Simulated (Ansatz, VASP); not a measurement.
GaN: VASP beside Ansatz

```
Ga N
1.0
     3.03390    0.00000    0.00000
    -1.51695    2.62743    0.00000
     0.00000    0.00000    5.18514
Ga N
2 2
Direct
  0.33333 0.66667 0.99919
  0.66667 0.33333 0.49919
  0.33333 0.66667 0.37581
  0.66667 0.33333 0.87581
```

Alike in both runs: task single point; functional PBEsol; k mesh 12 × 12 × 6; occupations gaussian, width 0.05 eV; no spin polarisation.

|  | VASP | Ansatz |
| --- | --- | --- |
| version | VASP 6.6.1 | Ansatz 0.2.0 |
| potentials or method | VASP PAW PBE potentials, release 64 (Ga_d, N) | scalar-relativistic, plane waves, PAW |
| plane-wave cutoff (eV) | 520 | 520 |
| valence electrons in the cell | 36 | 36 |

```csv
,VASP,Ansatz,Ansatz less VASP
gap on the k mesh at the Fermi level (eV),2.31,2.29,-0.019
least direct gap on the mesh (eV),2.31,2.29,-0.019
pressure (GPa),22.8,23.1,+0.30
largest component of the traceless stress (GPa),15.75,15.81,+0.060
rms of the force components (eV/Å),0.405,0.415,+0.0097
```

Atom by atom the forces differ by 0.010 eV/Å (rms over components).

Caveats: so large a pressure means that the cell lies far from this level's equilibrium, or that cutoff or potentials fall short (VASP); the potentials were made for another functional, which shifts forces and pressure (VASP).
